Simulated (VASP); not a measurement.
# Te2Mo (P6_3/mmc) in VASP: further runs

Aim: see how the results for Te2Mo move with the level of theory and the settings. Levels: PBE+D3, PBE+D3(BJ), PBE+D4. Tasks: relaxation of cell and atoms.

All numbers are computed with VASP 6.6.1; they aren't measurements. Logs are shortened: lines on timing, memory, paths and dates and some standing lists are left out, and cuts for length are marked.

### Step 1. The structure

Symmetry: P6_3/mmc, No. 194, hexagonal system. Conventional cell: a = 3.518 Å, b = 3.518 Å, c = 13.974 Å, α = 90.00°, β = 90.00°, γ = 120.00°. Around Te (site symmetry 3m) lie 3 Mo at 2.72 Å. Mo (site symmetry -6m2) is surrounded by 6 Te at 2.72 Å.

### Step 2. Relaxation of cell and atoms, PBE+D3

Input file INCAR:

```
ALGO = Normal
EDIFF = 1E-6
EDIFFG = -0.01
ENCUT = 600
GGA = PE
IBRION = 2
ISIF = 3
ISMEAR = -1
IVDW = 11
LASPH = True
LCHARG = False
LREAL = False
LWAVE = False
NELM = 100
NSW = 60
PREC = Accurate
SIGMA = 0.05
```

Input file KPOINTS:

```
k-points
0
Gamma
  9 9 2
```

Input file POSCAR:

```
Te2Mo
1.0
    3.5182000000      0.0000000000      0.0000000000
   -1.7591000000      3.0468505756      0.0000000000
    0.0000000000      0.0000000000     13.9736000000
Te Mo
4 2
Direct
    0.6666666667      0.3333333333      0.3790000000
    0.3333333333      0.6666666667      0.8790000000
    0.6666666667      0.3333333333      0.1210000000
    0.3333333333      0.6666666667      0.6210000000
    0.6666666667      0.3333333333      0.7500000000
    0.3333333333      0.6666666667      0.2500000000
```

Potentials or basis: VASP PAW PBE potentials, release 64 (Te, Mo_sv).

Started as:

```console
cat potpaw_PBE.64/Te/POTCAR potpaw_PBE.64/Mo_sv/POTCAR > POTCAR
mpirun -np 1 vasp_std > vasp.out
```

OUTCAR:

```text
EDIFF = 1E-6
   EDIFFG = -0.01
   ENCUT = 600
   GGA = PE
   IBRION = 2
   ISIF = 3
   ISMEAR = -1
   IVDW = 11
   LASPH = True
   LREAL = False
   NELM = 100
   NSW = 60
   PREC = Accurate
 IVDW          = 11

 ion  position               nearest neighbor table
   1  0.667  0.333  0.379-   6 2.72   6 2.72   6 2.72   3 3.61
   2  0.333  0.667  0.879-   5 2.72   5 2.72   5 2.72   4 3.61
   3  0.667  0.333  0.121-   6 2.72   6 2.72   6 2.72   1 3.61
   4  0.333  0.667  0.621-   5 2.72   5 2.72   5 2.72   2 3.61
   5  0.667  0.333  0.750-   2 2.72   4 2.72   2 2.72   4 2.72   2 2.72   4 2.72
   6  0.333  0.667  0.250-   1 2.72   3 2.72   1 2.72   3 2.72   1 2.72   3 2.72

  LATTYP: Found a hexagonal cell.
 ALAT       =     3.5182000000
 C/A-ratio  =     3.9718037633

  Lattice vectors:

 A1 = (   3.5182000000,   0.0000000000,   0.0000000000)
 A2 = (  -1.7591000000,   3.0468505756,   0.0000000000)
 A3 = (   0.0000000000,   0.0000000000,  13.9736000000)

Analysis of symmetry for initial positions (statically):
=====================================================================
 Subroutine PRICEL returns:
 Original cell was already a primitive cell.

 Routine SETGRP: Setting up the symmetry group for a
 hexagonal supercell.

 Subroutine GETGRP returns: Found 24 space group operations
 (whereof 12 operations were pure point group operations)
 out of a pool of 24 trial point group operations.

The static configuration has the point symmetry D_3d.
 The point group associated with its full space group is D_6h.

Analysis of symmetry for dynamics (positions and initial velocities):
=====================================================================
 Subroutine PRICEL returns:
 Original cell was already a primitive cell.

 Routine SETGRP: Setting up the symmetry group for a
 hexagonal supercell.

 Subroutine GETGRP returns: Found 24 space group operations
 (whereof 12 operations were pure point group operations)
 out of a pool of 24 trial point group operations.

The dynamic configuration has the point symmetry D_3d.
 The point group associated with its full space group is D_6h.

 Subroutine INISYM returns: Found 24 space group operations
 (whereof 12 operations are pure point group operations),
 and found     1 'primitive' translations

----------------------------------------------------------------------------------------

                                     Primitive cell

  volume of cell :     149.7890

  direct lattice vectors                    reciprocal lattice vectors
     3.518200000  0.000000000  0.000000000     0.284236257  0.164103880  0.000000000
    -1.759100000  3.046850576  0.000000000     0.000000000  0.328207759  0.000000000
     0.000000000  0.000000000 13.973600000     0.000000000  0.000000000  0.071563520

  length of vectors
     3.518200000  3.518200000 13.973600000     0.328207759  0.328207759  0.071563520

  position of ions in fractional coordinates (direct lattice)
     0.666666667  0.333333333  0.379000000
     0.333333333  0.666666667  0.879000000
     0.666666667  0.333333333  0.121000000
     0.333333333  0.666666667  0.621000000
     0.666666667  0.333333333  0.750000000
     0.333333333  0.666666667  0.250000000

  ion indices of the primitive-cell ions
   primitive index   ion index
                 1           1
                 2           2
                 3           3
                 4           4
                 5           5
                 6           6

----------------------------------------------------------------------------------------

 KPOINTS: k-points

Automatic generation of k-mesh.
 Grid dimensions read from file:
 generate k-points for:    9    9    2

 Generating k-lattice:

  Cartesian coordinates                     Fractional coordinates (reciprocal lattice)
     0.031581806  0.018233764  0.000000000     0.111111111  0.000000000  0.000000000
     0.000000000  0.036467529  0.000000000     0.000000000  0.111111111  0.000000000
     0.000000000  0.000000000  0.035781760     0.000000000  0.000000000  0.500000000

  Length of vectors
     0.036467529  0.036467529  0.035781760

  Shift w.r.t. Gamma in fractional coordinates (k-lattice)
     0.000000000  0.000000000  0.000000000

 Subroutine IBZKPT returns following result:
 ===========================================

 Found     24 irreducible k-points:

 Following reciprocal coordinates:
            Coordinates               Weight
  0.000000  0.000000  0.000000      1.000000
  0.111111  0.000000  0.000000      6.000000
  0.222222 -0.000000  0.000000      6.000000
  0.333333  0.000000  0.000000      6.000000
  0.444444 -0.000000  0.000000      6.000000
  0.111111  0.111111  0.000000      6.000000
[... 16 lines left out ...]
  0.333333  0.222222  0.500000     12.000000
  0.333333  0.333333  0.500000      2.000000
   k-points           NKPTS =     24   k-points in BZ     NKDIM =     24   number of bands    NBANDS=     31
   number of dos      NEDOS =    301   number of ions     NIONS =      6
   total plane-waves  NPLWV =  87808
   dimension x,y,z NGX =    28 NGY =   28 NGZ =  112
   dimension x,y,z NGXF=    56 NGYF=   56 NGZF=  224
   ions per type =               4   2
   NGX,Y,Z   is equivalent  to a cutoff of  13.23, 13.23, 13.32 a.u.
   NGXF,Y,Z  is equivalent  to a cutoff of  26.46, 26.46, 26.65 a.u.
 SYSTEM =  unknown system
   PREC   = accura    normal or accurate (medium, high low for compatibility)
   ISTART =      0    job   : 0-new  1-cont  2-samecut
   ICHARG =      2    charge: 1-file 2-atom 10-const
   ISPIN  =      1    spin polarized calculation?
   LNONCOLLINEAR =      F non collinear calculations
   LSORBIT =      F    spin-orbit coupling
   LASPH  =      T    aspherical Exc in radial PAW
   ENCUT  =  600.0 eV  44.10 Ry    6.64 a.u.   7.03  7.03 27.91*2*pi/ulx,y,z
   NELM   =    100;   NELMIN=  2; NELMDL= -5     # of ELM steps
   EDIFF  = 0.1E-05   stopping-criterion for ELM
   LREAL  =      F    real-space projection
   EDIFFG = -.1E-01   stopping-criterion for IOM
   NSW    =     60    number of steps for IOM
   IBRION =      2    ionic relax: 0-MD 1-quasi-New 2-CG
   NFREE  =      1    steps in history (QN), initial steepest desc. (CG)
   ISIF   =      3    stress and relaxation
   ISYM   =      2    0-nonsym 1-usesym 2-fastsym
   POTIM  = 0.5000    time-step for ionic-motion
   TEBEG  =    0.0;   TEEND  =   0.0 temperature during run
   PSTRESS=    0.0 pullay stress
   NELECT =      52.0000    total number of electrons
   NUPDOWN=      -1.0000    fix difference up-down
   EMIN   =  10.00;   EMAX   =-10.00  energy-range for DOS
   EFERMI =   0.00;   METHOD = LEGACY
   ISMEAR =    -1;   SIGMA  =   0.05  broadening in eV -4-tet -1-fermi 0-gaus
   EFERMI_NEDOS =   21; number of points for ismear=-14 and -15
   IALGO  =     38    algorithm
   IMIX   =      4    mixing-type and parameters
     AMIX     =   0.40;   BMIX     =  1.00
     AMIX_MAG =   1.60;   BMIX_MAG =  1.00
  volume/ion in A,a.u.               =      24.96       168.47
  Fermi-wavevector in a.u.,A,eV,Ry     =   1.150578  2.174277 18.011787  1.323829
  Thomas-Fermi vector in A             =   2.287241
   LORBIT       =      0    0 simple, 1 ext, 2 COOP (PROOUT), +10 PAW based schemes
   GGA     = PE    functional components
   LHFCALC =     F    Hartree Fock is set to
   AEXX    =    0.0000 exact exchange contribution
   IVDW    =    11    specifies the selected vdW correction
   LEPSILON=     F    determine dielectric tensor
   LRPA    =     F    only Hartree local field effects (RPA)
 conjugate gradient relaxation of ions
 non-spin polarized calculation
  energy-cutoff  :      600.00
  volume of cell :      149.79
 maximum number of plane-waves:      5038
   NGX = 15   NGY = 15   NGZ = 55

--------------------------------------- Ionic step        1  -------------------------------------------

 number of electron      52.0000001 magnetization

 Free energy of the ion-electron system (eV)
  ---------------------------------------------------
  ext. energy  EPLUGINS =         0.00000000
  ---------------------------------------------------
  free energy    TOTEN  =       -35.98685065 eV

  energy without entropy =      -35.98682372  energy(sigma->0) =      -35.98683718

------------------------ aborting loop because EDIFF is reached ----------------------------------------

 Edisp (eV)   -1.99388

 E8    (eV) :    -1.1281

  FORCE on cell =-STRESS in cart. coord.  units (eV):
  Direction    XX          YY          ZZ          XY          YZ          ZX
  --------------------------------------------------------------------------------------
  -------------------------------------------------------------------------------------
  Total       0.31716     0.31716     1.05268     0.00000     0.00000     0.00000
  in kB       3.39242     3.39242    11.25969     0.00000     0.00000     0.00000
  external pressure =        6.01 kB  Pullay stress =        0.00 kB
[... 113 lines left out ...]
  energy  without entropy=      -37.9835732747  energy(sigma->0) =      -37.98358621

--------------------------------------- Ionic step        4  -------------------------------------------

 number of electron      52.0000002 magnetization

 Free energy of the ion-electron system (eV)
  ---------------------------------------------------
  ext. energy  EPLUGINS =         0.00000000
  ---------------------------------------------------
  free energy    TOTEN  =       -35.99883044 eV

  energy without entropy =      -35.99880522  energy(sigma->0) =      -35.99881783

 E-fermi :   8.4563     XC(G=0): -10.4269

 val. band max:        8.0758687154   @ k =   0.0000   0.0000   0.0000
 cond. band min:       8.8704971374   @ k =   0.2222   0.2222   0.0000
 fundamental gap:      0.7946284219
 Fermi energy:         8.4562673407

 k-point     1 :       0.0000    0.0000    0.0000
  band No.  band energies     occupation
      1     -52.7178      2.00000
      2     -52.7178      2.00000
      3     -26.8843      2.00000
      4     -26.8842      2.00000
      5     -26.7567      2.00000
      6     -26.7567      2.00000
[... 842 lines left out ...]
  FREE ENERGIE OF THE ION-ELECTRON SYSTEM (eV)
  ---------------------------------------------------
  free  energy   TOTEN  =       -37.9838643216 eV

  energy  without entropy=      -37.9838391035  energy(sigma->0) =      -37.98385171

 reached required accuracy - stopping structural energy minimisation
```

Wall time 5.2 min (1 thread of Intel Xeon Platinum 8488C (Sapphire Rapids), shared host); peak memory 0.37 GiB.

Results:

```
Free energy                            : -37.9839 eV
Relaxed volume                         : 25.06 Å³/atom
Relaxed cell                           : a = 3.518 Å, b = 3.518 Å, c = 14.031 Å, α = 90.00°, β = 90.00°, γ = 120.00°
Space group after relaxing (to 0.05 Å) : P6_3/mmc (No. 194)
Energy gained by relaxing              : 0.5 meV/atom
Ionic steps                            : 4
Pressure after relaxing                : 0.0 GPa
Band gap on the k mesh                 : 0.79 eV, indirect (least direct gap 1.05 eV)
Dispersion energy per atom             : -0.331 eV
```

Step by step:
```csv
step,energy change (eV),largest force (eV/Å),pressure (GPa),volume (Å³)
1,0.0000,0.1414,0.60,149.79
2,0.0039,0.1927,-1.15,151.83
3,-0.0029,0.0071,-0.09,150.59
4,-0.0031,0.0008,-0.01,150.38
```

Final structure:
```cif
data_structure
_symmetry_space_group_name_H-M 'P 1'
_symmetry_Int_Tables_number 1
_cell_length_a 3.5179
_cell_length_b 3.5179
_cell_length_c 14.0310
_cell_angle_alpha 90.000
_cell_angle_beta 90.000
_cell_angle_gamma 120.000
_cell_volume 150.38
loop_
_atom_site_label
_atom_site_type_symbol
_atom_site_fract_x
_atom_site_fract_y
_atom_site_fract_z
_atom_site_occupancy
Te1 Te 0.66667 0.33333 0.37923 1
Te2 Te 0.33333 0.66667 0.87923 1
Te3 Te 0.66667 0.33333 0.12077 1
Te4 Te 0.33333 0.66667 0.62077 1
Mo1 Mo 0.66667 0.33333 0.75000 1
Mo2 Mo 0.33333 0.66667 0.25000 1
```

Levels at points of the mesh, in eV from the valence-band top:
```tsv
k point	band 22	band 23	band 24	band 25	band 26	band 27	band 28	band 29	band 30	band 31
(0.00, 0.00, 0.00)	-1.00	-0.96	-0.96	-0.34	0.00	2.93	2.93	3.06	3.06	3.15
(0.00, 0.00, 0.50)	-0.98	-0.98	-0.98	-0.08	-0.08	2.96	2.96	2.96	2.96	3.30
```

Caveat: spin-orbit coupling is left out, which moves the levels of the heavy elements; an odd mesh through Γ misses points on the zone boundary, where band edges often lie.

[end of part 1 of 2]
